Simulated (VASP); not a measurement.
The system is Ge.

```
Ge
1.0
     0.00000    2.82891    2.82891
     2.82891    0.00000    2.82891
     2.82891    2.82891    0.00000
Ge
2
Direct
  0.75000 0.75000 0.75000
  0.50000 0.50000 0.50000
```

- Program: VASP 6.6.1
- Task: relaxation of cell and atoms
- Functional: revPBE
- Dispersion: D3
- Potentials or basis: VASP PAW PBE potentials, release 64 (Ge_d)
- Cutoff: 600 eV
- k mesh: 8 × 8 × 8
- Occupations: fermi-dirac, width 0.05 eV
- Spin: no spin polarisation

At the start: pressure 3.3 GPa; volume 22.64 Å³/atom.

Where does the relaxation end?

Over 3 steps the energy falls by 11.0 meV/atom and the volume is 23.76 Å³/atom (+5.0 %); space group Fd-3m (No. 227, to 0.05 Å).

Step by step:
| step | energy change (eV) | largest force (eV/Å) | pressure (GPa) | volume (Å³) |
| --- | --- | --- | --- | --- |
| 1 | 0.0000 | 0.0000 | 3.29 | 45.28 |
| 2 | -0.0191 | 0.0000 | -1.06 | 48.39 |
| 3 | -0.0220 | 0.0000 | -0.01 | 47.52 |

Final structure:
```xyz
2
Lattice="0.0000 2.8749 2.8749 2.8749 0.0000 2.8749 2.8749 2.8749 0.0000" Properties=species:S:1:pos:R:3 pbc="T T T"
Ge    4.3123    4.3123    4.3123
Ge    2.8749    2.8749    2.8749
```

The cell as given is a measured one (22.64 Å³/atom); revPBE+D3 puts the equilibrium volume +5.0 % from it, thermal expansion not counted.

Caveat: the PAW data sets were made with another functional, which shifts forces and pressure a little; pairwise dispersion overbinds metals, which lowers pressure and volume.
